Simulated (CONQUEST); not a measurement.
**PbS (Galena): single point with PBE**

PbS (Galena):

```
Pb S
1.0
     4.19420    0.00000    0.00000
     0.00000    4.19420    0.00000
     0.00000    0.00000    5.93150
Pb S
2 2
Direct
  0.00000 0.00000 0.00000
  0.50000 0.50000 0.50000
  0.00000 0.00000 0.50000
  0.50000 0.50000 0.00000
```

```json
{"Program": "CONQUEST 1.3", "Task": "single point", "Functional": "PBE", "Potentials or basis": "PseudoDojo NC PBE, SZP, grid cutoff 120 Ha", "k mesh": "6 × 6 × 5", "Occupations": "fermi-dirac, width 0.05 eV", "Spin": "no spin polarisation", "Solver": "diagonalisation", "SCF tolerance": "1e-06"}
```

```json
{"Pressure": "3.3 GPa", "Mulliken charges": "Pb +0.44; S -0.44 e"}
```

Run time: 23 s on 1 thread of Intel(R) Xeon(R) Platinum 8488C (Sapphire Rapids) (shared host), peak memory 0.44 GiB.

Caveat: the atomic basis is small; Mulliken charges move with the basis; this odd mesh misses L, where the gap lies, so gap, dielectric constants and Born charges aren't listed; the basis of atomic orbitals isn't converged, which shifts pressures, moduli and gaps. Spin-orbit coupling is left out, which matters for the levels of Pb.
